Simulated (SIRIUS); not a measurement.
MoP in SIRIUS: convergence with k mesh

MoP:

```
CELL_PARAMETERS angstrom
3.22300 0.00000 0.00000
-1.61150 2.79120 0.00000
0.00000 0.00000 3.19100
ATOMIC_POSITIONS crystal
Mo 0.00000 0.00000 0.00000
P 0.33333 0.66667 0.50000
```

- Program: SIRIUS 7.12.0
- Task: convergence study
- Functional: LDA
- Potentials or basis: all-electron FP-LAPW
- Cutoff: 184 eV
- Basis: apw+lo standard
- k mesh: 2 × 2 × 2
- Occupations: fermi-dirac, width 0.05 eV
- Spin: no spin polarisation

These are the settings of the first run; the series varies k mesh, with any setting tied to it.

Hardware: 1 thread of Arm Neoverse V2 (shared host).

```tsv
k mesh	energy less the tightest run, at zero smearing (meV/atom)	SCF cycles	CPU time (s)	peak memory (GiB)
2 × 2 × 2	516.02	12	35	0.32
3 × 3 × 2	324.13	9	31	0.32
4 × 4 × 3	25.17	8	29	0.32
6 × 6 × 5	0.08	8	33	0.35
8 × 8 × 6	-6.80	7	38	0.39
10 × 10 × 8	-5.31	7	49	0.46
12 × 12 × 10	0.00	7	66	0.55
```

Not settled before the last step: the energy (to 1 meV/atom). Meshes of other sizes hit other points, so gaps and Fermi surfaces needn't settle smoothly. The tightest run that finished is the yardstick and may itself not be fully converged.
